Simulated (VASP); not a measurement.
# CoSi (P2_13) in VASP: relaxation of cell and atoms with PBE

Aim: the relaxation of cell and atoms of CoSi with PBE.

Everything below comes from runs of VASP 6.6.1. Logs are shortened: lines on timing, memory, paths and dates and some standing lists are left out, and cuts for length are marked.

## Step 1: The crystal as given

Symmetry: P2_13, No. 198, cubic system. The conventional cell has a = 4.438 Å, b = 4.438 Å, c = 4.438 Å, α = 90.00°, β = 90.00°, γ = 90.00°. Co (site symmetry 3) has 7 Si at 2.28 to 2.47 Å as nearest neighbours. Around Si (site symmetry 3) lie 7 Co at 2.28 to 2.47 Å.

## Step 2: Relaxation of cell and atoms, PBE

Input file INCAR:

```
PREC = Accurate ; ENCUT = 600
EDIFF = 1E-7 ; ISMEAR = 0
SIGMA = 0.1 ; LREAL = F
LASPH = T ; NELM = 100
ALGO = Normal ; ISIF = 3
LWAVE = F ; LCHARG = F
GGA = PE ; IBRION = 2
NSW = 80 ; EDIFFG = -0.004
```

Input file KPOINTS:

```
Automatic mesh
0
Gamma
  8 8 8
```

Input file POSCAR:

```
CoSi
1.0
    4.4380000000      0.0000000000      0.0000000000
    0.0000000000      4.4380000000      0.0000000000
    0.0000000000      0.0000000000      4.4380000000
Co Si
4 4
Direct
    0.1400000000      0.1400000000      0.1400000000
    0.3600000000      0.8600000000      0.6400000000
    0.6400000000      0.3600000000      0.8600000000
    0.8600000000      0.6400000000      0.3600000000
    0.8430000000      0.8430000000      0.8430000000
    0.6570000000      0.1570000000      0.3430000000
    0.3430000000      0.6570000000      0.1570000000
    0.1570000000      0.3430000000      0.6570000000
```

Potentials or basis: VASP PAW PBE potentials, release 64 (Co, Si).

Started as:

```console
$ cat potpaw_PBE.64/Co/POTCAR potpaw_PBE.64/Si/POTCAR > POTCAR
$ mpirun -np 1 vasp_std > vasp.out
```

OUTCAR:

```text
PREC = Accurate
   ENCUT = 600
   EDIFF = 1E-7
   ISMEAR = 0
   LREAL = F
   LASPH = T
   NELM = 100
   ISIF = 3
   GGA = PE
   IBRION = 2
   NSW = 80
   EDIFFG = -0.004

 ion  position               nearest neighbor table
   1  0.140  0.140  0.140-   5 2.28   6 2.33   7 2.33   8 2.33   7 2.47   8 2.47   6 2.47   2 2.72
                             4 2.72   2 2.72   4 2.72   3 2.72   3 2.72
   2  0.360  0.860  0.640-   6 2.28   5 2.33   7 2.33   8 2.33   7 2.47   8 2.47   5 2.47   1 2.72
                             3 2.72   1 2.72   3 2.72   4 2.72   4 2.72
   3  0.640  0.360  0.860-   7 2.28   6 2.33   5 2.33   8 2.33   8 2.47   6 2.47   5 2.47   4 2.72
                             2 2.72   2 2.72   4 2.72   1 2.72   1 2.72
   4  0.860  0.640  0.360-   8 2.28   6 2.33   7 2.33   5 2.33   6 2.47   5 2.47   7 2.47   3 2.72
                             1 2.72   1 2.72   3 2.72   2 2.72   2 2.72
   5  0.843  0.843  0.843-   1 2.28   2 2.33   3 2.33   4 2.33   3 2.47   4 2.47   2 2.47   6 2.75
                             7 2.75   8 2.75   6 2.75   8 2.75   7 2.75
   6  0.657  0.157  0.343-   2 2.28   1 2.33   3 2.33   4 2.33   3 2.47   4 2.47   1 2.47   8 2.75
                             5 2.75   5 2.75   7 2.75   7 2.75   8 2.75
   7  0.343  0.657  0.157-   3 2.28   2 2.33   1 2.33   4 2.33   4 2.47   2 2.47   1 2.47   8 2.75
                             5 2.75   8 2.75   6 2.75   6 2.75   5 2.75
   8  0.157  0.343  0.657-   4 2.28   2 2.33   3 2.33   1 2.33   2 2.47   1 2.47   3 2.47   7 2.75
                             5 2.75   7 2.75   5 2.75   6 2.75   6 2.75

  LATTYP: Found a simple cubic cell.
 ALAT       =     4.4380000000

  Lattice vectors:

 A1 = (   4.4380000000,   0.0000000000,   0.0000000000)
 A2 = (   0.0000000000,   4.4380000000,   0.0000000000)
 A3 = (   0.0000000000,   0.0000000000,   4.4380000000)

Analysis of symmetry for initial positions (statically):
=====================================================================
 Subroutine PRICEL returns:
 Original cell was already a primitive cell.

 Routine SETGRP: Setting up the symmetry group for a
 simple cubic supercell.

 Subroutine GETGRP returns: Found 12 space group operations
 (whereof  3 operations were pure point group operations)
 out of a pool of 48 trial point group operations.

The static configuration has the point symmetry C_3 .
 The point group associated with its full space group is T   .

Analysis of symmetry for dynamics (positions and initial velocities):
=====================================================================
 Subroutine PRICEL returns:
 Original cell was already a primitive cell.

 Routine SETGRP: Setting up the symmetry group for a
 simple cubic supercell.

 Subroutine GETGRP returns: Found 12 space group operations
[... 126 lines left out ...]
   PSTRESS=    0.0 pullay stress
   NELECT =      52.0000    total number of electrons
   NUPDOWN=      -1.0000    fix difference up-down
   EMIN   =  10.00;   EMAX   =-10.00  energy-range for DOS
   EFERMI =   0.00;   METHOD = LEGACY
   ISMEAR =     0;   SIGMA  =   0.10  broadening in eV -4-tet -1-fermi 0-gaus
   EFERMI_NEDOS =   21; number of points for ismear=-14 and -15
   IALGO  =     38    algorithm
   IMIX   =      4    mixing-type and parameters
     AMIX     =   0.40;   BMIX     =  1.00
     AMIX_MAG =   1.60;   BMIX_MAG =  1.00
  volume/ion in A,a.u.               =      10.93        73.73
  Fermi-wavevector in a.u.,A,eV,Ry     =   1.376856  2.601881 25.793021  1.895734
  Thomas-Fermi vector in A             =   2.502063
   LORBIT       =      0    0 simple, 1 ext, 2 COOP (PROOUT), +10 PAW based schemes
   GGA     = PE    functional components
   LHFCALC =     F    Hartree Fock is set to
   AEXX    =    0.0000 exact exchange contribution
   IVDW    =     0    specifies the selected vdW correction
   LEPSILON=     F    determine dielectric tensor
   LRPA    =     F    only Hartree local field effects (RPA)
 conjugate gradient relaxation of ions
 non-spin polarized calculation
 Gauss-broadening in eV      SIGMA  =   0.10
  energy-cutoff  :      600.00
  volume of cell :       87.41
 maximum number of plane-waves:      2968
   NGX = 17   NGY = 17   NGZ = 17

--------------------------------------- Ionic step        1  -------------------------------------------

 number of electron      51.9999992 magnetization

 Free energy of the ion-electron system (eV)
  ---------------------------------------------------
  ext. energy  EPLUGINS =         0.00000000
  ---------------------------------------------------
  free energy    TOTEN  =       -54.72875653 eV

  energy without entropy =      -54.72155427  energy(sigma->0) =      -54.72515540

------------------------ aborting loop because EDIFF is reached ----------------------------------------

  FORCE on cell =-STRESS in cart. coord.  units (eV):
  Direction    XX          YY          ZZ          XY          YZ          ZX
  --------------------------------------------------------------------------------------
  -------------------------------------------------------------------------------------
  Total       -0.2237600     -0.2237600     -0.2237600      0.0000000     -0.0000000      0.0000000
  in kB       -4.1013903     -4.1013903     -4.1013903      0.0000000     -0.0000000      0.0000000
  external PRESSURE =      -4.1013903 kB  Pullay stress =       0.0000000 kB
[... 239 lines left out ...]
--------------------------------------- Ionic step        7  -------------------------------------------

 number of electron      52.0000003 magnetization

 Free energy of the ion-electron system (eV)
  ---------------------------------------------------
  ext. energy  EPLUGINS =         0.00000000
  ---------------------------------------------------
  free energy    TOTEN  =       -54.75097899 eV

  energy without entropy =      -54.74413055  energy(sigma->0) =      -54.74755477

 E-fermi :  12.1346     XC(G=0): -12.8714

 val. band max:       12.1153875898   @ k =   0.5000   0.5000   0.3750
 cond. band min:      12.2540456905   @ k =   0.3750   0.3750   0.3750
 fundamental gap:      0.1386581008
 Fermi energy:        12.1346000013

 k-point     1 :       0.0000    0.0000    0.0000
  band No.  band energies     occupation
      1      -1.5581      2.00000
      2       3.9391      2.00000
      3       3.9391      2.00000
      4       3.9391      2.00000
      5       6.6396      2.00000
      6       6.6396      2.00000
[... 805 lines left out ...]
     30      14.1097      0.00000
     31      14.9625      0.00000

 [... further k-points ...]
[... 5 lines left out ...]
  --------------------------------------------------------------------------------------
  -------------------------------------------------------------------------------------
  Total        0.0109804      0.0109804      0.0109804     -0.0000000     -0.0000000      0.0000000
  in kB        0.2024214      0.2024214      0.2024214     -0.0000000     -0.0000000      0.0000000
  external PRESSURE =       0.2024214 kB  Pullay stress =       0.0000000 kB
[... 23 lines left out ...]
  FREE ENERGIE OF THE ION-ELECTRON SYSTEM (eV)
  ---------------------------------------------------
  free  energy   TOTEN  =       -54.7509789875 eV

  energy  without entropy=      -54.7441305469  energy(sigma->0) =      -54.74755477

 reached required accuracy - stopping structural energy minimisation
```

OSZICAR:

```text
N       E                     dE             d eps       ncg     rms          rms(c)
DAV:   1     0.377921495799E+03    0.37792E+03   -0.24832E+04  2790   0.216E+03
DAV:   2    -0.249842953989E+02   -0.40291E+03   -0.39362E+03  2790   0.429E+02
[... 71 lines left out ...]
       N       E                     dE             d eps       ncg     rms          rms(c)
DAV:   1    -0.547509982143E+02   -0.40097E-04   -0.21583E-03  2882   0.340E-01    0.430E-02
DAV:   2    -0.547510182145E+02   -0.20000E-04   -0.62207E-04  4200   0.303E-01    0.460E-02
DAV:   3    -0.547509797526E+02    0.38462E-04   -0.25727E-04  4128   0.197E-01    0.103E-02
DAV:   4    -0.547509789741E+02    0.77857E-06   -0.70970E-06  3991   0.265E-02    0.198E-03
DAV:   5    -0.547509789875E+02   -0.13463E-07   -0.15855E-07  2238   0.338E-03
   7 F= -.54750979E+02 E0= -.54747555E+02  d E =-.515304E-03
```

CONTCAR:

```text
CoSi
   1.00000000000000
     4.4295262877343848    0.0000000000000000   -0.0000000000000000
    -0.0000000000000000    4.4295262877343848   -0.0000000000000000
     0.0000000000000000   -0.0000000000000000    4.4295262877343848
  Co              Si
     4     4
Direct
     0.1451058640704740    0.1451058640704740    0.1451058640704740
     0.3548941359295261    0.8548941359295260    0.6451058640704740
     0.6451058640704740    0.3548941359295261    0.8548941359295260
     0.8548941359295260    0.6451058640704740    0.3548941359295261
     0.8431831807437581    0.8431831807437581    0.8431831807437581
     0.6568168192562419    0.1568168192562419    0.3431831807437580
     0.3431831807437580    0.6568168192562419    0.1568168192562419
     0.1568168192562419    0.3431831807437580    0.6568168192562419

  0.00000000E+00  0.00000000E+00  0.00000000E+00
  0.00000000E+00  0.00000000E+00  0.00000000E+00
  0.00000000E+00  0.00000000E+00  0.00000000E+00
  0.00000000E+00  0.00000000E+00  0.00000000E+00
  0.00000000E+00  0.00000000E+00  0.00000000E+00
  0.00000000E+00  0.00000000E+00  0.00000000E+00
  0.00000000E+00  0.00000000E+00  0.00000000E+00
  0.00000000E+00  0.00000000E+00  0.00000000E+00
```

It took 7.5 min on 1 thread of AMD EPYC 9R45 (Zen 5), shared host; peak memory 0.25 GiB.

Results:

| Property | Result |
| --- | --- |
| Free energy | -54.7510 eV |
| Relaxed volume | 10.86 Å³/atom |
| Relaxed cell | a = 4.430 Å, b = 4.430 Å, c = 4.430 Å, α = 90.00°, β = 90.00°, γ = 90.00° |
| Space group after relaxing (to 0.05 Å) | P2_13 (No. 198) |
| Energy gained by relaxing | 2.8 meV/atom |
| Ionic steps | 7 |
| Pressure after relaxing | 0.0 GPa |
| Band gap on the k mesh | none (metal or under the smearing width) |

Forces in eV/Å, atoms in the order of the input:
```
Co  -0.001 -0.001 -0.001
Co   0.001  0.001 -0.001
Co  -0.001  0.001  0.001
Co   0.001 -0.001  0.001
Si   0.002  0.002  0.002
Si  -0.002 -0.002  0.002
Si   0.002 -0.002 -0.002
Si  -0.002  0.002 -0.002
```

The path:
| step | energy change (eV) | largest force (eV/Å) | pressure (GPa) | volume (Å³) |
| --- | --- | --- | --- | --- |
| 1 | 0.0000 | 0.2714 | -0.41 | 87.41 |
| 2 | -0.0123 | 0.1871 | 0.19 | 87.06 |
| 3 | -0.0192 | 0.0794 | 1.14 | 86.56 |
| 4 | -0.0181 | 0.0603 | -1.66 | 87.55 |
| 5 | -0.0217 | 0.0540 | -0.15 | 87.00 |
| 6 | -0.0222 | 0.0120 | -0.01 | 86.93 |
| 7 | -0.0222 | 0.0027 | 0.02 | 86.91 |

Final structure:
```
Co Si
1.0
     4.42953    0.00000    0.00000
     0.00000    4.42953    0.00000
     0.00000    0.00000    4.42953
Co Si
4 4
Direct
  0.14511 0.14511 0.14511
  0.35489 0.85489 0.64511
  0.64511 0.35489 0.85489
  0.85489 0.64511 0.35489
  0.84318 0.84318 0.84318
  0.65682 0.15682 0.34318
  0.34318 0.65682 0.15682
  0.15682 0.34318 0.65682
```

Levels at points of the mesh, in eV from the Fermi level:
| k point | band 24 | band 25 | band 26 | band 27 | band 28 | band 29 |
| --- | --- | --- | --- | --- | --- | --- |
| (0.00, 0.00, 0.00) | -0.79 | -0.02 | -0.02 | -0.02 | 2.48 | 2.48 |
| (0.50, 0.00, 0.00) | -0.66 | -0.50 | -0.50 | 0.99 | 0.99 | 1.48 |
| (0.50, 0.50, 0.00) | -1.01 | -0.05 | -0.05 | 0.57 | 0.57 | 1.99 |
| (0.50, 0.50, 0.50) | -1.23 | -0.23 | -0.23 | -0.23 | -0.23 | 5.40 |
